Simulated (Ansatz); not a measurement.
Crystal: W2C.

```xyz
3
Lattice="3.0700 0.0000 0.0000 -1.5350 2.6587 0.0000 0.0000 0.0000 4.6784" Properties=species:S:1:pos:R:3 pbc="T T T"
W     1.5350    0.8862    1.1868
W     0.0000    1.7725    3.4917
C     0.0000    0.0000    0.0000
```

The cell comes from a database or a generator and needn't be the stable form of this composition.

```yaml
Program: Ansatz 0.2.0
Task: relaxation of cell and atoms
Functional: PBE
Dispersion: D3(BJ)
Potentials_or_basis: all-electron LAPW, point nuclei
Basis_error_allowed: 0.0005 eV/atom
k_mesh: 8 × 8 × 4
Occupations: fermi-dirac, width 0.15 eV
Spin: non-collinear spin, antiferromagnetic start
Starting_moments: "[[0.5, 0.0, 0.0], [-0.5, -0.0, -0.0], [0.0, 0.0, 0.0]] μB"
```

At the start: volume 12.73 Å³/atom.

Q: Where does the relaxation end?

A: Over 5 steps the energy falls by 8.4 meV/atom and the volume is 12.40 Å³/atom (-2.6 %); space group P-3m1 (No. 164, to 0.05 Å); moment 0.00 μB per cell.

Step by step:
```tsv
step	energy change (eV)	largest force (eV/Å)	volume (Å³)
1	0.0000	0.1108	38.19
2	-0.0239	0.1124	37.34
3	-0.0252	0.0287	37.26
4	-0.0253	0.0013	37.21
5	-0.0253	0.0013	37.21
```

Final structure:
```cif
data_structure
_symmetry_space_group_name_H-M 'P 1'
_symmetry_Int_Tables_number 1
_cell_length_a 3.0436
_cell_length_b 3.0436
_cell_length_c 4.6387
_cell_angle_alpha 90.000
_cell_angle_beta 90.000
_cell_angle_gamma 120.000
_cell_volume 37.21
loop_
_atom_site_label
_atom_site_type_symbol
_atom_site_fract_x
_atom_site_fract_y
_atom_site_fract_z
_atom_site_occupancy
W1 W 0.66667 0.33333 0.25447 1
W2 W 0.33333 0.66667 0.74553 1
C1 C 0.00000 0.00000 0.00000 1
```

Caveat: the starting moments weren't kept.
